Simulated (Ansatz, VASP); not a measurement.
**One calculation of Hf, two programs**

```
Hf
1.0
     3.19670    0.00000    0.00000
    -1.59835    2.76842    0.00000
     0.00000    0.00000    5.05780
Hf
2
Direct
  0.66667 0.33333 0.75000
  0.33333 0.66667 0.25000
```

Alike in both runs: functional BLYP; k mesh 10 × 10 × 5; occupations fermi-dirac, width 0.05 eV; no spin polarisation.

```csv
,VASP,Ansatz
version,VASP 6.6.1,Ansatz 0.2.0
potentials or method,"VASP PAW PBE potentials, release 64 (Hf_pv), cutoff 520 eV","all-electron LAPW, scalar-relativistic"
task,single point,band structure
```

Ansatz gave:

```
gap on the k mesh at the Fermi level (eV)       : none
pressure (GPa)                                  : 3.4
largest component of the traceless stress (GPa) : 0.13
```

Q: Estimate VASP's values.

A: gap on the k mesh at the Fermi level (eV): none; pressure (GPa): 3.4; largest component of the traceless stress (GPa): 0.16.

A gap of «none» marks a metal or a gap that the smearing closes. Ansatz ran all-electron here, so the differences hold the error of VASP's frozen core and of both bases.

Caveats: the PAW data sets were made with another functional, which shifts forces and pressure a little (VASP); spin-orbit coupling is left out, which moves the levels of the heavy elements (Ansatz). Spin-orbit coupling is left out, which matters for the levels of Hf.
